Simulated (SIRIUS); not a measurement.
# Pt (P-1) in SIRIUS: single point with PBE

Aim: the single point of Pt with PBE.

Program: SIRIUS 7.10.0. These are calculated values, not measurements. Logs are shortened: lines on timing, memory, paths and dates and some standing lists are left out, and cuts for length are marked. The log counts tension as positive stress, the text compression.

### 1 The cell of the first run

The typed cell holds 2 atoms: a = 2.744 Å, b = 2.744 Å, c = 4.481 Å, α = 90.00°, β = 90.00°, γ = 109.47°.

This isn't the form of Pt at room conditions, which is fcc.

### 2 Single point, PBE (atoms moved at random, drawn with an rms of 0.05 Å)

File sirius.json:

```json
{
  "control": {
    "processing_unit": "cpu",
    "verbosity": 2,
    "num_bands_to_print": 27,
    "print_forces": true,
    "print_stress": true
  },
  "parameters": {
    "electronic_structure_method": "pseudopotential",
    "xc_functionals": ["XC_GGA_X_PBE", "XC_GGA_C_PBE"],
    "gk_cutoff": 9.2,
    "pw_cutoff": 18.4,
    "ngridk": [10, 10, 6],
    "shiftk": [0, 0, 0],
    "smearing": "fermi_dirac",
    "smearing_width": 0.0018374661,
    "num_bands": 27,
    "num_mag_dims": 0,
    "num_dft_iter": 100,
    "energy_tol": 1e-08,
    "density_tol": 1e-06
  },
  "iterative_solver": {
    "type": "davidson",
    "min_tolerance": 1e-09,
    "tolerance_scale": [0.1, 0.25]
  },
  "mixer": {
    "type": "anderson",
    "beta": 0.7,
    "max_history": 8
  },
  "settings": {
    "tol_ne": 1e-10,
    "pseudo_grid_cutoff": 6.5
  },
  "unit_cell": {
    "lattice_vectors": [
      [-0.57735026919, 0.57735026919, 0.57735026919],
      [0.57735026919, -0.57735026919, 0.57735026919],
      [1.154700538379, 1.154700538379, 0.0]
    ],
    "lattice_vectors_scale": 5.1853131122,
    "atom_coordinate_units": "lattice",
    "atom_types": ["Pt"],
    "atom_files": {
      "Pt": "Pt.json"
    },
    "atoms": {
      "Pt": [
        [-0.000203, 0.005828, 0.943816],
        [0.522286, 0.515145, 0.54467]
      ]
    }
  }
}
```

Potentials or basis: PseudoDojo 0.4.1 PBE standard (scalar relativistic).

Command:

```bash
$ upf_to_json Pt.upf
$ OMP_NUM_THREADS=1 sirius.scf --input=sirius.json --output=out.json --task=0
```

Log:

```text
[info] SIRIUS version : 7.10.0
[info] number of MPI ranks           : 1
[info] MPI grid                      : 1 1
[info] maximum number of OMP threads : 1
[fft] FFT context for density and potential
[fft] =====================================
[fft]   comm size                             : 1
[fft]   plane wave cutoff                     : 18.4
[fft]   grid size                             : 36 36 54   total : 69984
[fft]   grid limits                           : -17 18   -17 18   -26 27
[fft]   number of G-vectors within the cutoff : 11283
[fft]   local number of G-vectors             : 11283
[fft]   number of G-shells                    : 3125
[fft] FFT context for coarse grid
[fft] =====================================
[fft]   comm size                             : 1
[fft]   plane wave cutoff                     : 18.4
[fft]   grid size                             : 36 36 54   total : 69984
[fft]   grid limits                           : -17 18   -17 18   -26 27
[fft]   number of G-vectors within the cutoff : 11283
[fft]   local number of G-vectors             : 11283
[fft]   number of G-shells                    : 3125
[unit cell] lattice vectors
[unit cell]   a1 :      -2.9937419212      2.9937419212      2.9937419212
[unit cell]   a2 :       2.9937419212     -2.9937419212      2.9937419212
[unit cell]   a3 :       5.9874838423      5.9874838423      0.0000000000
[unit cell] reciprocal lattice vectors
[unit cell]   b1 :      -0.5246932996      0.5246932996      1.0493865992
[unit cell]   b2 :       0.5246932996     -0.5246932996      1.0493865992
[unit cell]   b3 :       0.5246932996      0.5246932996     -0.0000000000
[unit cell] unit cell volume :       214.65107279 [a.u.^3]
[unit cell] 1/sqrt(omega)    :         0.06825484
[unit cell] MT volume        :         0.00000000 ( 0.00%)
[unit cell] IT volume        :       214.65107279 (100.00%)
[unit cell] number of atom types : 1
[unit cell] type id : 0 symbol : Pt mt_radius :  13.730000 num_atoms : 2
[unit cell] total number of atoms : 2
[unit cell] number of symmetry classes : 1
[unit cell] number of PAW atoms : 0
[unit cell] atom id  type id  class id             position                      vector_field
[unit cell] ------------------------------------------------------------------------------------------
[unit cell]      0        0        0     -0.00020   0.00583   0.94382      0.00000   0.00000   0.00000
[unit cell]      1        0        0      0.52229   0.51514   0.54467      0.00000   0.00000   0.00000
[unit cell] atom id         position (Cartesian, a.u.)
[unit cell] ---------------------------------------------
[unit cell]      0       5.669138    5.633028    0.016840
[unit cell]      1       3.239825    3.282581    3.105801
[unit cell] class id : 0 atom id : 0 1
[unit cell] minimum bond length:     4.452819
[unit cell] total number of pseudo wave-functions: 20
[sym] space group number   : 2
[sym] international symbol : P-1
[sym] Hall symbol          : -P 1
[sym] space group transformation matrix :
[sym]   1.0000  0.0000  0.0000
[sym]   0.0000  1.0000  0.0000
[... 267 lines left out ...]
[diagonalize] ik:    1   -2.813010   -2.809679   -1.143133   -1.133844   -1.118648   -1.117705   -1.117310   -1.116474    0.457685    0.549491    0.599560    0.634380    0.662776    0.686266    0.742457    0.748483    0.762553    0.767509    0.814809    0.913838    0.992956    1.281355    1.359143    1.441482    1.450979    1.504730    1.626721
[diagonalize] ik:    2   -2.812640   -2.809787   -1.142869   -1.135694   -1.120686   -1.118635   -1.117836   -1.116472    0.488353    0.571464    0.603569    0.634820    0.650117    0.704071    0.718515    0.736706    0.763953    0.769945    0.801754    0.985052    0.998726    1.206777    1.369673    1.440857    1.449794    1.509031    1.566942
[diagonalize] ik:    3   -2.812109   -2.809995   -1.142983   -1.137890   -1.122799   -1.120247   -1.117871   -1.116610    0.528298    0.581216    0.616521    0.638653    0.642981    0.679544    0.736564    0.752341    0.766122    0.777471    0.795336    1.003182    1.055128    1.103649    1.374458    1.397886    1.412461    1.487543    1.511900
[diagonalize] ik:    4   -2.811533   -2.810309   -1.143586   -1.139580   -1.123682   -1.121843   -1.117814   -1.116867    0.556688    0.574429    0.626928    0.641598    0.663729    0.666188    0.736610    0.751820    0.789049    0.790779    0.820853    0.983609    1.039965    1.101363    1.297982    1.348034    1.407909    1.421689    1.519617
[diagonalize] ...
[diagonalize] ik:  299   -2.811337   -2.810324   -1.144576   -1.140753   -1.124861   -1.121927   -1.117373   -1.116950    0.553860    0.554504    0.614305    0.622928    0.695886    0.736321    0.750639    0.758652    0.798127    0.822637    0.873044    0.880461    1.018273    1.038283    1.293109    1.331113    1.407382    1.430462    1.613544
[diagonalize] ik:  300   -2.811592   -2.809858   -1.143523   -1.139472   -1.127631   -1.122520   -1.119064   -1.117652    0.571258    0.571766    0.619267    0.634049    0.651227    0.712447    0.733129    0.742183    0.808513    0.816723    0.912429    0.923760    1.042724    1.080048    1.256899    1.280975    1.420115    1.429169    1.597345
[diagonalize] ik:  301   -2.811763   -2.809427   -1.142240   -1.137767   -1.130625   -1.124178   -1.121058   -1.118167    0.583366    0.585962    0.603396    0.610999    0.662184    0.712344    0.735688    0.755589    0.796343    0.817681    0.929815    0.951750    1.089962    1.130562    1.208236    1.213445    1.406483    1.461636    1.536200
[diagonalize] ik:  302   -2.811853   -2.809125   -1.141274   -1.136222   -1.132997   -1.125533   -1.122740   -1.118598    0.576797    0.581292    0.588004    0.607667    0.672651    0.733514    0.743432    0.789384    0.797196    0.816410    0.935693    0.977669    1.093842    1.107131    1.181271    1.246226    1.394581    1.420648    1.485897
[diagonalize] ik:  303   -2.811880   -2.809017   -1.140944   -1.135536   -1.133941   -1.125962   -1.123446   -1.118799    0.569504    0.575792    0.584868    0.610413    0.676368    0.736539    0.768067    0.770036    0.804881    0.840078    0.938379    1.006272    1.054000    1.071792    1.195388    1.307992    1.358518    1.392267    1.451173
[find] Charges and magnetic moments
[find] --------------------------------------------------------------------------------
[find] total charge          : 36.000000
[find] Energy
[find] --------------------------------------------------------------------------------
[find] valence_eval_sum               :     -11.22021993
[find] <rho|V^{XC}>                   :     -34.18520388
[find] <rho|E^{XC}>                   :     -47.61913276
[find] <mag|B^{XC}>                   :       0.00000000
[find] <rho|V^{H}>                    :      90.89464750
[find] one-electron contribution      :     -67.92966355 (Ha),    -135.85932710 (Ry)
[find] hartree contribution           :      45.44732375
[find] xc contribution                :     -47.61913276
[find] ewald contribution             :    -191.02954259
[find] PAW contribution               :       0.00000000
[find] smearing (-TS)                 :      -0.00073976
[find] SCF correction                 :       0.00000063
[find] Total energy                   :    -261.13101452 (Ha),    -522.26202904 (Ry)
[find] Free energy (E-TS)             :    -261.13175428 (Ha),    -522.26350856 (Ry)
[find] band gap (eV)                  :       0.00000000
[find] Efermi                         :       0.80924057
[find] iteration : 11, RMS : 1.211419066733e-08, energy difference : 1.341504685115e-11
[find] Hartree energy of density residual : 9.443569149989e-15
[find] bands are converged : true
[find] iterative solver converged : true
[find] converged after 12 SCF iterations!
[find] Charges and magnetic moments
[find] --------------------------------------------------------------------------------
[find] total charge          : 36.000000
[find] Energy
[find] --------------------------------------------------------------------------------
[find] valence_eval_sum               :     -11.22021993
[find] <rho|V^{XC}>                   :     -34.18520388
[find] <rho|E^{XC}>                   :     -47.61913276
[find] <mag|B^{XC}>                   :       0.00000000
[find] <rho|V^{H}>                    :      90.89464750
[find] one-electron contribution      :     -67.92966355 (Ha),    -135.85932710 (Ry)
[find] hartree contribution           :      45.44732375
[find] xc contribution                :     -47.61913276
[find] ewald contribution             :    -191.02954259
[find] PAW contribution               :       0.00000000
[find] smearing (-TS)                 :      -0.00073976
[find] SCF correction                 :       0.00000063
[find] Total energy                   :    -261.13101452 (Ha),    -522.26202904 (Ry)
[find] Free energy (E-TS)             :    -261.13175428 (Ha),    -522.26350856 (Ry)
[find] band gap (eV)                  :       0.00000000
[find] Efermi                         :       0.80924057
[ground_state] === stress tensor components [kbar] ===
[ground_state] === stress_kin ===
[ground_state] -68532.349393  182.517945   31.364907
[ground_state]   182.517945-68532.540135   27.776333
[ground_state]    31.364907   27.776333-68176.004528
[ground_state] === stress_har ===
[ground_state] -17212.476995 8965.776502 -327.226155
[ground_state]  8965.776502-17275.713984 -290.742778
[ground_state]  -327.226155 -290.742778-27803.892428
[ground_state] === stress_ewald ===
[ground_state] 92514.35353310935.854324 -867.991947
[ground_state] 10935.85432492422.517791 -792.564230
[ground_state]  -867.991947 -792.56423076896.548511
[ground_state] === stress_vloc ===
[ground_state]  9531.069152-20233.654679 1112.016162
[ground_state] -20233.654679 9692.828654 1006.472091
[ground_state]  1112.016162 1006.47209135284.295692
[ground_state] === stress_xc ===
[ground_state] -17882.310291    1.728320   -0.766520
[ground_state]     1.728320-17882.444559   -0.721459
[ground_state]    -0.766520   -0.721459-17885.521126
[ground_state] === stress_core ===
[ground_state] 33448.021501   -7.823517   -1.417716
[ground_state]    -7.82351733448.206324   -1.247053
[ground_state]    -1.417716   -1.24705333438.547308
[ground_state] === stress_nonloc ===
[ground_state] -32117.369167   28.247704    4.093635
[ground_state]    28.247704-32118.429372    3.542844
[ground_state]     4.093635    3.542844-32090.324111
[ground_state] === stress_us_nl ===
[ground_state] -32117.369167   28.247704    4.093635
[ground_state]    28.247704-32118.429372    3.542844
[ground_state]     4.093635    3.542844-32090.324111
[ground_state] === stress_total ===
[ground_state]  -251.061660 -127.353403  -49.927633
[ground_state]  -127.353403 -245.575282  -47.484252
[ground_state]   -49.927633  -47.484252 -336.350682
[ground_state] ==== total Forces in Ha/bohr =====
[ground_state] atom:    0, force:       0.0876072      0.0868056      0.0142276
[ground_state] atom:    1, force:      -0.0876072     -0.0868056     -0.0142276
[ground_state] ==== ultrasoft contribution from Qij =====
[ground_state] atom:    0, force:       0.0000000      0.0000000      0.0000000
[ground_state] atom:    1, force:       0.0000000      0.0000000      0.0000000
[ground_state] ==== non-local contribution from Beta-projector =====
[ground_state] atom:    0, force:       0.0680282      0.0697318      0.0064724
[ground_state] atom:    1, force:      -0.0680282     -0.0697318     -0.0064724
[ground_state] ==== contribution from local potential =====
[ground_state] atom:    0, force:      -9.5765040     -9.6073967     -0.3382048
[ground_state] atom:    1, force:       9.5765040      9.6073967      0.3382048
[ground_state] ==== contribution from core density =====
[ground_state] atom:    0, force:      -0.0027760     -0.0031028     -0.0002248
[ground_state] atom:    1, force:       0.0027760      0.0031028      0.0002248
[ground_state] ==== Ewald forces from ions =====
[ground_state] atom:    0, force:       9.5988588      9.6275729      0.3461848
[ground_state] atom:    1, force:      -9.5988588     -9.6275729     -0.3461848
[~DFT_ground_state] local op. applied: 218694
[~DFT_ground_state] evp. work count: 32223.2
[~DFT_ground_state] number of iterative solver steps: 12322
```

Run time: 10 min. Hardware: 1 thread of Arm Neoverse V1, shared host; peak memory 2.1 GiB.

What came out:

```
Free energy            : -7105.7570 eV
Pressure               : 27.8 GPa
Largest force          : 6.384 eV/Å
Band gap on the k mesh : none (metal or under the smearing width)
```

Forces on the atoms (eV/Å):
```
Pt   4.505  4.464  0.732
Pt  -4.505 -4.464 -0.732
```

Stress tensor (GPa, compression positive):
```
25.11 12.74  4.99
12.74 24.56  4.75
 4.99  4.75 33.64
```
